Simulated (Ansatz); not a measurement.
# Pd: single point with PBEsol

Pd:

```
Pd
1.0
    -1.59918    1.54912    1.62845
     1.60297   -1.50854    1.59166
     1.57790    1.48727   -1.58787
Pd
1
Direct
  0.01291 0.99896 0.98783
```

The cell isn't the ideal one: cell strained at random at fixed volume.

```yaml
Program: Ansatz 0.2.0
Task: single point
Functional: PBEsol
Potentials_or_basis: all-electron LAPW, scalar-relativistic
Cutoff: 281 eV (chosen from the basis error)
Basis_error_allowed: 0.001 eV/atom
k_mesh: 12 × 12 × 12
Occupations: fermi-dirac, width 0.05 eV
Spin: no spin polarisation
```

* Pressure: -9.9 GPa
* Band gap on the k mesh: none (metal or under the smearing width)

Stress tensor (GPa, compression positive):
```
 -9.60   1.21  -0.41
  1.21 -11.03  -2.36
 -0.41  -2.36  -9.21
```

Levels at points of the mesh, in eV from the Fermi level:
```tsv
k point	band 12	band 13	band 14	band 15	band 16	band 17
(0.00, 0.00, 0.00)	-2.63	-2.51	-1.09	-0.66	18.52	18.78
(0.00, 0.00, -0.50)	-0.89	-0.50	0.63	1.69	7.91	14.45
(0.00, -0.50, 0.00)	-1.21	-0.74	0.52	1.17	7.10	15.28
(0.00, -0.50, -0.50)	-1.04	-0.54	0.64	1.70	7.93	14.56
(-0.50, 0.00, 0.00)	-0.89	-0.41	0.50	1.32	7.33	14.89
(-0.50, 0.00, -0.50)	-1.23	-0.76	0.53	1.21	7.17	15.33
(-0.50, -0.50, 0.00)	-0.81	-0.43	0.55	1.49	7.60	14.62
(-0.50, -0.50, -0.50)	0.09	0.18	0.38	8.26	8.62	10.08
```

Wall time 65 s on 1 thread of Arm Neoverse V2, with other jobs on the host, peak memory 0.92 GiB.
